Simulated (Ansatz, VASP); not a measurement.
**Two plane-wave programs on NaI**

```
Na I
1.0
     0.00000    3.17820    3.17820
     3.17820    0.00000    3.17820
     3.17820    3.17820    0.00000
Na I
1 1
Direct
  0.00000 0.00000 0.00000
  0.50000 0.50000 0.50000
```

Alike in both runs: functional PBE; dispersion D3(BJ); k mesh 6 × 6 × 6; occupations gaussian, width 0.02 eV; no spin polarisation.

Ansatz relaxed the structure, and its values are those at the end. VASP's run is a single point on that final structure, the one shown.

|  | VASP | Ansatz |
| --- | --- | --- |
| version | VASP 6.6.1 | Ansatz 0.2.0 |
| potentials or method | VASP PAW PBE potentials, release 64 (Na_pv, I) | scalar-relativistic, plane waves, PAW |
| plane-wave cutoff (eV) | 520 | 420 |
| valence electrons in the cell | 14 | 26 |

Ansatz gave:

| Property | Result |
| --- | --- |
| gap on the k mesh at the Fermi level (eV) | 3.80 |
| least direct gap on the mesh (eV) | 3.80 |
| pressure (GPa) | 0.0 |

Problem. Estimate VASP's values.

Solution. gap on the k mesh at the Fermi level (eV): 3.79; least direct gap on the mesh (eV): 3.79; pressure (GPa): 0.1.

The two sets of potentials don't hold the same shells in valence.

Caveats: spin-orbit coupling is left out, which moves the levels of the heavy elements. Expect the measured gap to be larger: semilocal functionals such as PBE lack the derivative discontinuity.
